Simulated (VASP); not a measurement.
Set up this calculation in VASP 6.6.1, as the native input.

| Quantity | Value |
| --- | --- |
| Task | single point |
| Functional | optB86b-vdW |
| Potentials or basis | VASP PAW PBE potentials, release 64 (Co, O) |
| Cutoff | 400 eV |
| k mesh | 6 × 6 × 1 |
| Occupations | methfessel-paxton, width 0.1 eV |
| Spin | collinear spin, ferromagnetic start |
| Starting moments | [1.8, 1.8, 1.8, 1.8, 1.8, 1.8, 1.8, 1.8, 1.8, 1.8, 1.8, 1.8, 1.8, 1.8, 1.8, 1.8, 0] μB |
| Further INCAR settings | LREAL = Auto; ALGO = Fast; EDIFF = 1e-07; NBANDS = 93; ISYM = 0 |

The structure of Co16O lies in POSCAR:

```
Co16O
1.0
    5.0200000000      0.0000000000      0.0000000000
    2.5100000000      4.3474475270      0.0000000000
    0.0000000000      0.0000000000     22.6068300000
Co O
16 1
Direct
    0.8333000000      0.3333000000      0.1106000000
    0.3333000000      0.3333000000      0.1106000000
    0.8333000000      0.8333000000      0.1106000000
    0.3333000000      0.8333000000      0.1106000000
    0.0000000000      0.0000000000      0.2006000000
    0.5000000000      0.0000000000      0.2006000000
    0.0000000000      0.5000000000      0.2006000000
    0.5000000000      0.5000000000      0.2006000000
    0.8356000000      0.3321000000      0.2893000000
    0.3324000000      0.3321000000      0.2893000000
    0.8335000000      0.8331000000      0.2883000000
    0.3324000000      0.8353000000      0.2893000000
    0.9959000000      0.9957000000      0.3771000000
    0.5086000000      0.9956000000      0.3770000000
    0.9960000000      0.5081000000      0.3771000000
    0.5001000000      0.4998000000      0.3723000000
    0.1670000000      0.1664000000      0.4263000000
```

The cell was built by a generator and needn't be a form met in nature.

One way to write it, as run:

INCAR

```
SYSTEM = Co16O
AGGAC = 0.0 ; ALGO = Fast
EDIFF = 1E-7 ; ENCUT = 400
GGA = MK ; ISIF = 2
ISMEAR = 1 ; ISPIN = 2
ISYM = 0 ; KPAR = 4
LASPH = .TRUE. ; LCHARG = .FALSE.
LMAXMIX = 4 ; LORBIT = 11
LREAL = Auto ; LUSE_VDW = .TRUE.
LWAVE = .FALSE. ; MAGMOM = 1.8 1.8 1.8 1.8 1.8 1.8 1.8 1.8 1.8 1.8 1.8 1.8 1.8 1.8 1.8 1.8 0
NBANDS = 93 ; NELM = 120
PARAM1 = 0.1234 ; PARAM2 = 1.0
PREC = Accurate ; SIGMA = 0.1
```

KPOINTS

```
k-points
0
G
  6 6 1
  0 0 0
```

Potentials or basis: VASP PAW PBE potentials, release 64 (Co, O).

Run with:

```bash
$ cat potpaw_PBE.64/Co/POTCAR potpaw_PBE.64/O/POTCAR > POTCAR
$ mpirun -np 4 vasp_std > vasp.out
```

It gave:

| Property | Result |
| --- | --- |
| Largest force | 0.744 eV/Å |
| Band gap on the k mesh | none (metal or under the smearing width) |
| Net moment | 27.17 μB per cell |
| Site moments | Co +1.78, +1.75, +1.68, +1.72, +1.70, +1.60, +1.82; O +0.14 μB |
| Valence electrons inside the program's atomic spheres | Co 8.08, 8.25, 8.24, 8.28, 8.29, 8.26, 8.15; O 4.97 |

Caveat: the PAW data sets were made with another functional, which shifts forces and pressure a little; semilocal functionals often make such compounds metallic where correlation or magnetic order opens a gap, which also shifts bond lengths.

Wall time 49 min on 4 MPI ranks on Intel(R) Xeon(R) Platinum 8488C (Sapphire Rapids), with other jobs on the host, peak memory 2.1 GiB a rank.
